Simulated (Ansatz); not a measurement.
Runs of Ansatz 0.2.0 on CdS (Hawleyite). The structure is cubic, space group F-43m (No. 216). The conventional cell has a = 5.833 Å, b = 5.833 Å, c = 5.833 Å, α = 90.00°, β = 90.00°, γ = 90.00°. Cd (site symmetry -43m) has 4 S at 2.53 Å as nearest neighbours. S (site symmetry -43m) has 4 Cd at 2.53 Å as nearest neighbours. 

| task | level | potentials or basis | spin | cell | k mesh | cutoff (eV) | smearing | points for each segment of the path | atoms under strain | other keys | gap on the mesh (eV) | pressure (GPa) |
| --- | --- | --- | --- | --- | --- | --- | --- | --- | --- | --- | --- | --- |
| relaxation of cell and atoms | BLYP+D3(BJ) | Ansatz PAW | non-collinear, ferromagnetic start, SOC | relaxed from: volume scaled by 1.04 | 8 × 8 × 8 | 420 | fermi-dirac 0.05 eV | - | - | - | 1.04 | 0.0 |
| band structure | PBE+D4 | Ansatz PAW | SOC, no magnetisation | as given | 8 × 8 × 8 | 420 | fermi-dirac 0.1 eV | 14 | - | - | (b) | (a) |
| single point | BLYP | PseudoDojo standard (PBE files) | SOC, no magnetisation | volume scaled by 0.96 | 8 × 8 × 8 | 1388 | fermi-dirac 0.1 eV | - | - | - | 1.18 | 9.6 |
| band structure | BLYP | Ansatz PAW | SOC, no magnetisation | volume scaled by 1.25 | 8 × 8 × 8 | 420 | cold 0.05 eV | 14 | - | - | (d) | -4.2 |
| elastic constants | r2SCAN+D3(BJ) | Ansatz PAW | off | as given | 5 × 5 × 5 | 500 | fixed | - | relaxed | - | (c) | 0.5 |
| relaxation of the atoms | BLYP | Ansatz NC with PseudoDojo standard (PBE files) | off | atoms relaxed from: atoms moved at random, drawn with an rms of 0.15 Å | 6 × 6 × 6 | 1071 | gaussian 0.1 eV | - | - | - | 1.09 | 6.2 |
| projected density of states | HSE06+D3(BJ)-ATM | Ansatz PAW | SOC, no magnetisation | volume scaled by 1.04 | 5 × 5 × 5 | 420 | cold 0.05 eV | - | - | scf.eigensolver.kind = davidson; basis.precision = f64; … | 2.69 | -2.9 |

Fill in the values left out.

(a) 0.6; (b) 1.13; (c) 1.59; (d) 0.53.

Caveats: the PAW data sets come from PBE, with cores solved anew for the run's functional, which leaves a small shift of forces and pressure (some runs); the potentials were made for another functional, which shifts forces and pressure (some runs); odd divisions of the mesh miss points on the zone boundary, where band edges often lie, so the gap on the mesh can be too wide (some runs); the thresholds are loose for stress (some runs); the plane-wave basis is chosen anew once the cell has moved, so the energies of steps on either side of that aren't comparable (some runs); the starting moments weren't kept (some runs); the dispersion damping was fitted for another functional or another form of the correction (some runs).

A k mesh can miss the band edges, and rows without SOC leave out spin-orbit coupling on Cd.
